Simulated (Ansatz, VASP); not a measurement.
## BaTiO3 (Barioperovskite): VASP beside Ansatz

Contents of INCAR:

```
SYSTEM = BaTiO3
ALGO = Normal ; EDIFF = 1E-6
ENCUT = 520 ; GGA = PE
ISIF = 2 ; ISMEAR = -1
LASPH = .True. ; LCHARG = .False.
LREAL = .False. ; LWAVE = .False.
NBANDS = 28 ; NELM = 100
PREC = Accurate ; SIGMA = 0.05
```

KPOINTS

```
k-points
0
Gamma
  7 7 7
  0 0 0
```

The input POSCAR:

```
BaTiO3
1.0
    3.9041404363      0.0000000000      0.0000000000
    0.0000000000      2.7789878318      2.7870694172
    0.0000000000     -2.7789878318      2.7870694172
Ba Ti O
1 1 3
Direct
    0.0000000000      0.0000000000      0.0000000000
    0.5000000000      0.5124000000      0.5124000000
    0.5000000000      0.9918400000      0.5052400000
    0.5000000000      0.5052400000      0.9918400000
    0.0000000000      0.4874000000      0.4874000000
```

The input input.yaml:

```yaml
crystal:
  lattice:
    - [3.9041404363, 0.0, 0.0]
    - [0.0, 2.7789878318, 2.7870694172]
    - [0.0, -2.7789878318, 2.7870694172]
  atoms:
    - { symbol: Ba, position: [0.0, 0.0, 0.0] }
    - { symbol: Ti, position: [0.5, 0.5124, 0.5124] }
    - { symbol: O, position: [0.5, 0.99184, 0.50524] }
    - { symbol: O, position: [0.5, 0.50524, 0.99184] }
    - { symbol: O, position: [0.0, 0.4874, 0.4874] }
hamiltonian:
  xc: pbe
  pseudopotentials: { kind: paw }
kpoints:
  mp_grid: { grid: [7, 7, 7] }
scf:
  occupations: { method: fermi_dirac, width: 0.05 }
output:
  forces: true
  stress: true
  eigenvalues: true
  write_density: true
  write_potential: true
  elf: true
  volumetric_format: npy
```

Alike in both runs: task single point; functional PBE; k mesh 7 × 7 × 7; occupations fermi-dirac, width 0.05 eV; no spin polarisation.

|  | VASP | Ansatz |
| --- | --- | --- |
| version | VASP 6.6.1 | Ansatz 0.2.0 |
| potentials or method | VASP PAW PBE potentials, release 64 (Ba_sv, Ti_sv, O) | Ansatz PAW |
| plane-wave cutoff (eV) | 520 | 420 |
| valence electrons in the cell | 40 | 40 |

Ansatz gave:

```
gap on the k mesh at the Fermi level (eV)       : 2.13
least direct gap on the mesh (eV)               : 2.15
pressure (GPa)                                  : 14.5
largest component of the traceless stress (GPa) : 0.45
rms of the force components (eV/Å)              : 0.119
```

Problem. What did VASP give for the same quantities?

Solution. gap on the k mesh at the Fermi level (eV): 2.05; least direct gap on the mesh (eV): 2.12; pressure (GPa): 16.7; largest component of the traceless stress (GPa): 0.45; rms of the force components (eV/Å): 0.130.

Atom by atom the forces differ by 0.016 eV/Å (rms over components).

Caveats: spin-orbit coupling is left out, which moves the levels of the heavy elements; so large a pressure means that the cell lies far from this level's equilibrium, or that cutoff or potentials fall short (VASP); an odd mesh through Γ misses points on the zone boundary, where band edges often lie (VASP); odd divisions of the mesh miss points on the zone boundary, where band edges often lie, so the gap on the mesh can be too wide (Ansatz); the pressure holds a Pulay correction of +0.6 GPa for the finite cutoff (Ansatz). PBE gaps usually lie below the measured ones, often by a third to a half.
